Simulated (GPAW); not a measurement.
Here is a GPAW 26.7.0 calculation.

The input run.py:

```python
from ase.filters import FrechetCellFilter
from ase.io import write
from ase.optimize import BFGS
from ase.spacegroup import crystal
from gpaw import GPAW, PW, setup_paths

setup_paths.insert(0, '.')

# Cd 2b
# S 2b
atoms = crystal(['Cd', 'S'],
                basis=[[0.6666666667, 0.3333333333, 0.5],
                       [0.6666666667, 0.3333333333, 0.875]],
                spacegroup=186, setting=1,  # P6_3mc
                cellpar=[4.15, 4.15, 6.737, 90.0, 90.0, 120.0],
                primitive_cell=True)

calc = GPAW(mode=PW(600),
            xc='GGA_X_OPTX+GGA_C_LYP',
            kpts={'size': (5, 5, 3), 'gamma': True},
            occupations={'name': 'fermi-dirac', 'width': 0.05},
            nbands=31,
            convergence={'density': 1e-06, 'energy': 1e-06, 'eigenstates': 1e-10},
            eigensolver='davidson',
            maxiter=150,
            txt='gpaw.txt')
atoms.calc = calc
opt = BFGS(FrechetCellFilter(atoms), trajectory='relax.traj', logfile='-')
done = opt.run(fmax=0.02, steps=60)
calc.write('gs.gpw')
write('result.traj', atoms)
print('Converged:', done)
print('Cell:', atoms.cell.cellpar().round(4))
print('Volume:', round(atoms.get_volume(), 4))
print(atoms.get_scaled_positions().round(5))
```

Potentials or basis: PAW data sets generated in the run's folder for this functional, pw.

Run with:

```bash
$ gpaw-setup -f GGA_X_OPTX+GGA_C_LYP Cd S
$ OMP_NUM_THREADS=1 python run.py
```

Task: Estimate the relaxed volume.

Result: 27.03 Å³/atom.

Task: Estimate the relaxed cell.

Result: a = 4.249 Å, b = 4.249 Å, c = 6.916 Å, α = 90.00°, β = 90.00°, γ = 120.00°.

Task: Estimate the space group after relaxing (to 0.05 Å).

Result: P6_3mc (No. 186).

Final structure:
```xyz
4
Lattice="4.2490 0.0000 0.0000 -2.1245 3.6797 0.0000 0.0000 0.0000 6.9165" Properties=species:S:1:pos:R:3 pbc="T T T"
Cd    2.1245    1.2266    3.4511
Cd    0.0000    2.4531   -0.0072
S     2.1245    1.2266    6.0591
S     0.0000    2.4531    2.6008
```

Caveat: later steps reuse the first step's grids. Zero-point motion and thermal expansion aren't in these numbers.
